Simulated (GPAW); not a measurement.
SiC (Moissanite):

```
Si C
1.0
     3.07600    0.00000    0.00000
    -1.53800    2.66389    0.00000
     0.00000    0.00000    5.04800
Si C
2 2
Direct
  0.66667 0.33333 0.50000
  0.33333 0.66667 0.00000
  0.66667 0.33333 0.88500
  0.33333 0.66667 0.38500
```

Base run:

```yaml
Program: GPAW 26.7.0
Functional: PW91
Potentials_or_basis: PAW data sets generated in the run's folder for this functional
Cutoff: 800 eV
Basis: pw
k_mesh: 7 × 7 × 4
Occupations: fermi-dirac, width 0.05 eV
Spin: no spin polarisation
```

Its results: pressure 4.5 GPa; largest force 0.765 eV/Å.

Question: After a change of settings the same cell gave: pressure 3.1 GPa; largest force 0.764 eV/Å. Which change was it?
A. functional from PW91 to PBEsol; cutoff from 800 eV to 600 eV; k mesh from 7 × 7 × 4 to 8 × 8 × 4
B. functional from PW91 to TASK; potentials or basis from PAW data sets generated in the run's folder for this functional to GPAW PAW data sets (gpaw-data 1.2.1)
C. functional from PW91 to rSCAN; potentials or basis from PAW data sets generated in the run's folder for this functional to GPAW PAW data sets (gpaw-data 1.2.1)
D. functional from PW91 to PBEint

Answer: D.

Not every run made on this cell is shown here.
